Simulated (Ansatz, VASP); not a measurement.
**H2 in VASP and in Ansatz**

```
H
1.0
     9.00000    0.00000    0.00000
     0.00000    9.50000    0.00000
     0.00000    0.00000   10.00000
H
2
Cartesian
  4.5000 4.7500 4.6178
  4.5000 4.7500 5.3822
```

Alike in both runs: functional LDA; k mesh 1 × 1 × 1; occupations fermi-dirac, width 0.02 eV; no spin polarisation.

Ansatz relaxed the structure, and its values are those at the end. VASP's run is a single point on that final structure, the one shown.

|  | VASP | Ansatz |
| --- | --- | --- |
| version | VASP 6.6.1 | Ansatz 0.2.0 |
| potentials or method | VASP PAW LDA potentials, release 64 (H) | plane waves, PAW |
| plane-wave cutoff (eV) | 520 | 470 |
| valence electrons in the cell | 2 | 2 |

```tsv
	VASP	Ansatz	Ansatz less VASP
rms of the force components (eV/Å)	0.026	0.017	-0.0085
```
